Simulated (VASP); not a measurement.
SnO under changes of volume

One of the cells (17.054 Å³/atom); the others are scaled copies at fixed shape and fractional positions:

```
Sn O
1.0
     3.80113    0.00000    0.00000
     0.00000    3.80113    0.00000
     0.00000    0.00000    4.72127
Sn O
2 2
Direct
  0.50000 0.00000 0.75462
  0.00000 0.50000 0.24538
  0.00000 0.00000 0.00000
  0.50000 0.50000 0.00000
```

The cell is a database's computed one.

| Property | Result |
| --- | --- |
| Program | VASP 6.6.1 |
| Functional | PBEsol |
| Potentials or basis | VASP PAW PBE potentials, release 64 (Sn_d, O) |
| Cutoff | 520 eV |
| k mesh | 6 × 6 × 6 |
| Occupations | gaussian, width 0.02 eV |
| Spin | no spin polarisation |

```tsv
volume (Å³/atom)	energy over the lowest point (meV/atom)	pressure (GPa)	largest force (eV/Å)
16.372	10.17	4.5	0.571
16.713	?	?	?
17.054	0.00	0.1	0.003
17.395	1.58	-1.8	0.260
17.736	6.91	-3.5	0.522
```

Problem. What does the run at 16.713 Å³/atom give?

Solution. Energy over the lowest point 2.71 meV/atom; pressure 2.2 GPa; largest force 0.274 eV/Å.

Worked out: A Birch-Murnaghan fit of order 2 (a polynomial in V^(-2/3)) to the other rows has its minimum at 17.10 Å³/atom with B0 = V·E''(V) = 99 GPa at fixed shape and positions, which overstates the stiffness. It gives 2.75 meV/atom at 16.713 Å³/atom, against the run's 2.71, and -dE/dV = 2.3 GPa, against 2.2.

Energies are extrapolated to zero smearing.

Caveats: the PAW data sets were made with another functional, which shifts forces and pressure a little.
